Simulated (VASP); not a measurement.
Output of a VASP run:

### OSZICAR
```
       N       E                     dE             d eps       ncg     rms          rms(c)
DAV:   1    -0.589351285813E+03   -0.58935E+03   -0.14665E+04    96   0.147E+03
DAV:   2    -0.757599374121E+03   -0.16825E+03   -0.16721E+03   120   0.311E+02
DAV:   3    -0.763338468043E+03   -0.57391E+01   -0.57320E+01   128   0.639E+01
DAV:   4    -0.763560424224E+03   -0.22196E+00   -0.22194E+00   144   0.851E+00
DAV:   5    -0.225156802002E+02    0.74104E+03   -0.55685E+00    96   0.232E+01    0.146E+01
DAV:   6    -0.202783890630E+02    0.22373E+01   -0.85418E+00    96   0.236E+01    0.116E+01
DAV:   7    -0.204750236882E+02   -0.19663E+00   -0.99895E-01   104   0.704E+00    0.806E+00
DAV:   8    -0.204464273751E+02    0.28596E-01   -0.72144E-02   128   0.261E+00    0.442E+00
DAV:   9    -0.204455102881E+02    0.91709E-03   -0.32292E-02   128   0.170E+00    0.239E+00
DAV:  10    -0.204486026336E+02   -0.30923E-02   -0.23443E-03   152   0.538E-01    0.143E+00
DAV:  11    -0.204508167855E+02   -0.22142E-02   -0.13968E-03   120   0.316E-01    0.898E-01
DAV:  12    -0.204523958115E+02   -0.15790E-02   -0.58213E-04   136   0.203E-01    0.553E-01
DAV:  13    -0.204533102546E+02   -0.91444E-03   -0.19808E-04   112   0.126E-01    0.334E-01
DAV:  14    -0.204538080491E+02   -0.49779E-03   -0.97448E-05   128   0.858E-02    0.200E-01
DAV:  15    -0.204540705167E+02   -0.26247E-03   -0.47826E-05   112   0.548E-02    0.121E-01
DAV:  16    -0.204542059093E+02   -0.13539E-03   -0.24022E-05   120   0.358E-02    0.740E-02
DAV:  17    -0.204542747653E+02   -0.68856E-04   -0.11743E-05   112   0.240E-02    0.453E-02
DAV:  18    -0.204543093754E+02   -0.34610E-04   -0.57780E-06    96   0.163E-02    0.276E-02
DAV:  19    -0.204543266591E+02   -0.17284E-04   -0.29317E-06   104   0.119E-02    0.171E-02
DAV:  20    -0.204543352760E+02   -0.86169E-05   -0.14481E-06    96   0.815E-03    0.106E-02
DAV:  21    -0.204543395488E+02   -0.42729E-05   -0.71650E-07    96   0.558E-03    0.663E-03
DAV:  22    -0.204543416551E+02   -0.21063E-05   -0.35707E-07   104   0.387E-03    0.416E-03
DAV:  23    -0.204543426949E+02   -0.10398E-05   -0.17459E-07    88   0.269E-03    0.263E-03
DAV:  24    -0.204543432063E+02   -0.51146E-06   -0.94143E-08    88   0.196E-03
   1 F= -.20454343E+02 E0= -.20454343E+02  d E =-.700315E-13
```

**OUTCAR**
```
------------------------ aborting loop because EDIFF is reached ----------------------------------------
  FORCE on cell =-STRESS in cart. coord.  units (eV):
  Direction    XX          YY          ZZ          XY          YZ          ZX
  --------------------------------------------------------------------------------------
  Total        0.1992265      0.1992265      0.1992265     -0.0000000     -0.0000000      0.0000000
  in kB        6.5438564      6.5438564      6.5438564     -0.0000000     -0.0000000      0.0000000
  external PRESSURE =       6.5438564 kB  Pullay stress =       0.0000000 kB
  volume of cell :       48.78
      direct lattice vectors                 reciprocal lattice vectors
     0.000000000  2.900000000  2.900000000    -0.172413793  0.172413793  0.172413793
     2.900000000  0.000000000  2.900000000     0.172413793 -0.172413793  0.172413793
     2.900000000  2.900000000  0.000000000     0.172413793  0.172413793 -0.172413793
 POSITION                                       TOTAL-FORCE (eV/Angst)
 -----------------------------------------------------------------------------------
      0.00000      0.00000      0.00000        -0.000000     -0.000000     -0.000000
      1.45000      1.45000      1.45000         0.000000      0.000000      0.000000
      4.35000      4.35000      4.35000        -0.000000     -0.000000     -0.000000
 -----------------------------------------------------------------------------------
    total drift:                                0.000000     -0.000000     -0.000000
  FREE ENERGIE OF THE ION-ELECTRON SYSTEM (eV)
  ---------------------------------------------------
  free  energy   TOTEN  =       -20.4543432063 eV

  energy  without entropy=      -20.4543432063  energy(sigma->0) =      -20.45434321

  exchange ACFDT corr.  =         0.00000000  see jH, gK, PRB 81, 115126
```
(Selected blocks of OUTCAR.)

**POSCAR**
```
SrF2
1
    0.0000000000     2.9000000000     2.9000000000
    2.9000000000     0.0000000000     2.9000000000
    2.9000000000     2.9000000000     0.0000000000
Sr F
1 2
Direct
  0.0000000000   0.0000000000   0.0000000000
  0.2500000000   0.2500000000   0.2500000000
  0.7500000000   0.7500000000   0.7500000000
```

Q: Reconstruct the remaining input files.

A: This is not unique; one that fits is the input of the run itself, HSE06 screened hybrid, plane waves, VASP's PBE PAW potentials (set 64).

### INCAR
```
ALGO = Normal   # blocked Davidson
NELM = 100
ISIF = 2
GGA = PE   # PBE
ISMEAR = 0   # Gaussian
LWAVE = .False.
LCHARG = .False.
HFSCREEN = 0.2   # 1/Angstrom
ISYM = 3
ENCUT = 520   # plane-wave cut-off (eV)
AEXX = 0.25
LASPH = .True.   # aspherical one-centre terms
SIGMA = 0.05   # width (eV)
PRECFOCK = Fast
LMAXMIX = 4   # l cut-off of mixed one-centre charges
LREAL = .False.
PREC = Accurate
LHFCALC = .True.
SYSTEM = SrF2
EDIFF = 1E-6   # SCF stop (eV)
```

**KPOINTS**
```
Regular mesh
0
G
2 2 2
0 0 0
```

POTCAR, in this order: Sr_sv F (PBE.64 set). Program: vasp_std.

The compound is SrF2 in the fluorite structure. The cell was not relaxed at this level. The k-mesh is coarse (spacing up to 0.94 per Å, 2π included), so the numbers may not be converged in it.
